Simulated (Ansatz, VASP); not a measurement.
One calculation of Al, two programs

File INCAR:

```
SYSTEM = Al
PREC = Accurate ; ENCUT = 520
EDIFF = 1E-7 ; ISMEAR = -1
SIGMA = 0.1 ; LREAL = .False.
LASPH = .True. ; NELM = 100
ALGO = Normal ; ISIF = 2
LWAVE = .False. ; LCHARG = .False.
NBANDS = 10
```

File KPOINTS:

```
regular mesh
0
Gamma
  12 12 6
  0 0 0
```

File POSCAR:

```
Al
1.0
    2.8124550000      0.0000000000      0.0000000000
   -1.4062280000      2.4356580000      0.0000000000
    0.0000000000      0.0000000000      4.8668500000
Al
2
Direct
    0.6666666667      0.3333333333      0.7500000000
    0.3333333333      0.6666666667      0.2500000000
```

Input for Ansatz:

```yaml
crystal:
  lattice:
    - [2.812455, 0.0, 0.0]
    - [-1.406228, 2.435658, 0.0]
    - [0.0, 0.0, 4.86685]
  atoms:
    - { symbol: Al, position: [0.6666666666666666, 0.3333333333333333, 0.75] }
    - { symbol: Al, position: [0.3333333333333333, 0.6666666666666666, 0.25] }
basis:
  ecutwfc: 450.0
kpoints:
  mp_grid:
    grid: [12, 12, 6]
hamiltonian:
  xc: lda
scf:
  occupations:
    method: fermi_dirac
    width: 0.1
output:
  forces: true
  stress: true
```

This isn't the form of Al at room conditions, which is fcc.

Alike in both runs: task single point; functional LDA; k mesh 12 × 12 × 6; occupations fermi-dirac, width 0.1 eV; no spin polarisation.

|  | VASP | Ansatz |
| --- | --- | --- |
| version | VASP 6.6.1 | Ansatz 0.2.0 |
| potentials or method | VASP PAW LDA potentials, release 64 (Al) | plane waves, PAW |
| plane-wave cutoff (eV) | 520 | 450 |
| valence electrons in the cell | 6 | 6 |

```csv
,VASP,Ansatz,Ansatz less VASP
pressure (GPa),-3.1,-3.2,-0.06
largest component of the traceless stress (GPa),2.02,2.01,-0.014
```
